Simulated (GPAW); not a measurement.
Crystal: Si.

```
CELL_PARAMETERS angstrom
0.00000 2.72185 2.72185
2.72185 0.00000 2.72185
2.72185 2.72185 0.00000
ATOMIC_POSITIONS crystal
Si 0.50000 0.50000 0.50000
Si 0.75000 0.75000 0.75000
```

Program: GPAW 26.7.0. Alike in all runs: task band structure; no spin polarisation; cell as given; k mesh 8 × 8 × 8; smearing fermi-dirac 0.05 eV.

Task: Order these runs on this cell by their pressure, lowest first.
A. level rSCAN; potentials or basis GPAW PAW data sets (gpaw-data 1.2.1), pw; cutoff (eV) 600
B. level TASK; potentials or basis GPAW PAW data sets (gpaw-data 1.2.1), pw; cutoff (eV) 600
C. level LDA; potentials or basis JTH PAW 2.0, LDA, pw; cutoff (eV) 600; data set Si jth
D. level PBE; potentials or basis SG15 ONCV 1.2, pw; cutoff (eV) 1100

Result: C (-2.1 GPa), A (-0.1 GPa), D (1.7 GPa), B (4.7 GPa).

Caveats: the PAW data sets were made with another functional, which shifts forces and pressure a little (some runs); the program truncates these outside data sets (some runs).

Not every run made on this cell is shown here.
